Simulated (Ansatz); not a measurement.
# Clamped-ion strain scan in Al$_{2}$Cu

Level of theory: Ansatz, DFT PBEsol, scalar-relativistic, plane waves, PAW. Cutoff 420 eV, Γ-centred 16×16×16 k-points, Gaussian smearing of 0.15 eV. No spin polarisation. Energies are free energies at this smearing, counted from the undisturbed cell; pressure is positive in compression.

The starting cell (relaxed at this level; it needn't be the usual structure):

```yaml
crystal:
  lattice:
    - [-2.02463, 2.02463, 2.86301]
    - [2.02463, -2.02463, 2.86301]
    - [2.02463, 2.02463, -2.86301]
  atoms:
    - { symbol: Al, position: [0.75000, 0.25000, 0.50000] }
    - { symbol: Al, position: [0.25000, 0.75000, 0.50000] }
    - { symbol: Cu, position: [0.50000, 0.50000, 0.00000] }
```

The cell is strained by ε times the Voigt pattern (0, 0, 1, 0, 0, 0) (xx, yy, zz, yz, xz, xy; engineering shear) with fractional coordinates fixed. The cell is metallic on the mesh throughout.

```
      ε  ΔE (meV/atom) stress summed along the pattern (GPa, tension positive) pressure (GPa)
-0.1000          111.6                                                   -25.98            14.6
-0.0750           58.8                                                   -17.62            10.1
-0.0500           24.5                                                   -10.66             6.2
-0.0250            5.8                                                    -4.84             2.9
 0.0000            0.0                                                    -0.03             0.0
 0.0250            5.0                                                     3.96            -2.4
 0.0500           18.8                                                     7.24            -4.5
 0.0750           39.8                                                     9.90            -6.2
 0.0875           52.6                                                    10.97            -6.9
 0.1000           66.6                                                    11.93            -7.6
```